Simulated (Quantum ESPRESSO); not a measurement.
Ag:

```xyz
1
Lattice="0.0000 2.0427 2.0427 2.0427 0.0000 2.0427 2.0427 2.0427 0.0000" Properties=species:S:1:pos:R:3 pbc="T T T"
Ag    0.0000    0.0000    0.0000
```

| Quantity | Value |
| --- | --- |
| Program | Quantum ESPRESSO 7.5 |
| Task | phonons and electron-phonon coupling |
| Functional | PBEsol |
| Potentials or basis | GBRV 1.5 PBEsol |
| Cutoff | 762 eV |
| Density cutoff | 6095 eV |
| k mesh | 6 × 6 × 6 |
| Occupations | methfessel-paxton, width 0.272 eV |
| Spin | no spin polarisation |
| Mixing beta | 0.5 |
| Most SCF iterations | 120 |
| SCF threshold | 2e-10 Ry |
| q mesh | 3 × 3 × 3 |

The cell and the atoms were relaxed first, to 16.70 Å³/atom (a = 2.869 Å, b = 2.869 Å, c = 2.869 Å, α = 60.00°, β = 60.00°, γ = 60.00°), and the response was taken there.

Levels for the coupling come from a 24 × 24 × 24 mesh; ten broadenings of the double delta from 0.07 to 0.68 eV; Tc from the McMillan formula in the Allen-Dynes form.

Task: How strong is the electron-phonon coupling, and what superconducting temperature follows?

Result: Over broadenings from 0.27 to 0.54 eV, λ lies between 0.14 and 0.17 and ω_log near 154 K, which gives Tc from 0.0 to 0.0 K at μ* = 0.10 and from 0.0 to 0.0 K at μ* = 0.13.

Electron-phonon coupling by broadening of the double delta (levels on a 24 × 24 × 24 mesh):
| broadening (eV) | λ | N(E_F) (states/eV a spin and cell) | ω_log (K) | Tc, μ* 0.10 (K) | Tc, μ* 0.13 (K) |
| --- | --- | --- | --- | --- | --- |
| 0.07 | 0.89 | 0.118 | 176 | 10.1 | 8.4 |
| 0.14 | 0.34 | 0.099 | 168 | 0.2 | 0.1 |
| 0.20 | 0.21 | 0.103 | 160 | 0.0 | 0.0 |
| 0.27 | 0.17 | 0.113 | 156 | 0.0 | 0.0 |
| 0.34 | 0.15 | 0.121 | 154 | 0.0 | 0.0 |
| 0.41 | 0.14 | 0.126 | 154 | 0.0 | 0.0 |
| 0.48 | 0.14 | 0.129 | 154 | 0.0 | 0.0 |
| 0.54 | 0.14 | 0.130 | 153 | 0.0 | 0.0 |
| 0.61 | 0.14 | 0.130 | 153 | 0.0 | 0.0 |
| 0.68 | 0.14 | 0.130 | 153 | 0.0 | 0.0 |

Coupling and linewidth of each mode at the computed q points (broadening 0.27 eV):
```csv
q,cm⁻¹,λ of the modes,linewidths (GHz)
"(0.00, 0.00, 0.33)",67 67 152,0.07 0.07 0.04,0 0 1
"(0.00, 0.33, 0.33)",101 101 151,0.06 0.03 0.03,1 0 1
"(0.00, 0.33, -0.33)",92 139 144,0.07 0.09 0.04,1 2 1
```

Eliashberg function at a broadening of 0.27 eV:
```csv
cm⁻¹,α²F
4,0.000
13,0.000
22,0.000
31,0.000
39,0.001
48,0.002
57,0.005
66,0.016
74,0.056
83,0.089
92,0.112
101,0.160
110,0.063
118,0.093
127,0.085
136,0.025
145,0.048
153,0.245
162,0.094
171,0.001
```

The smallest broadenings aren't converged on these meshes, and μ* is assumed, not computed; spin fluctuations are left out.

Caveat: the k mesh is coarse (spacing up to 0.44 Å⁻¹), so the values aren't converged; the mesh is thin for the phonons of a metal; λ from interpolated matrix elements is rough: modes that symmetry makes equal can differ by tens of percent; the q mesh is small, so phonon branches between its points and thermal values are rough.
